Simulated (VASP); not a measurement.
TiSe2, 6 atoms in the cell. The cell holds a slab with vacuum, 6 atoms: a = 3.434 Å, b = 3.434 Å, c = 27.068 Å, α = 90.00°, β = 90.00°, γ = 120.00°. 

* Program: VASP 6.6.1
* Task: relaxation of cell and atoms
* Functional: LDA
* Potentials or basis: VASP PAW LDA potentials, release 64 (Se, Ti_sv)
* Cutoff: 600 eV
* k mesh: 12 × 12 × 1
* Occupations: gaussian, width 0.03 eV
* Spin: no spin polarisation
* Further INCAR settings: ALGO = Normal; EDIFF = 1e-07; IBRION = 2; EDIFFG = -0.005; NSW = 90; ISIF = 3

Potentials or basis: VASP PAW LDA potentials, release 64 (Se, Ti_sv).

The run is started by

```bash
$ cat potpaw_LDA.64/Se/POTCAR potpaw_LDA.64/Ti_sv/POTCAR > POTCAR
$ mpirun -np 2 vasp_std > vasp.out
```

Hardware: 2 MPI ranks on AMD EPYC 9R45 (Zen 5), with other jobs on the host.

Estimate the wall time of this run.

It took 9.3 min on 2 MPI ranks on AMD EPYC 9R45 (Zen 5) (shared host), peak memory 0.42 GiB a rank. Counts: scf iterations 120, k points 19, ion steps 16.
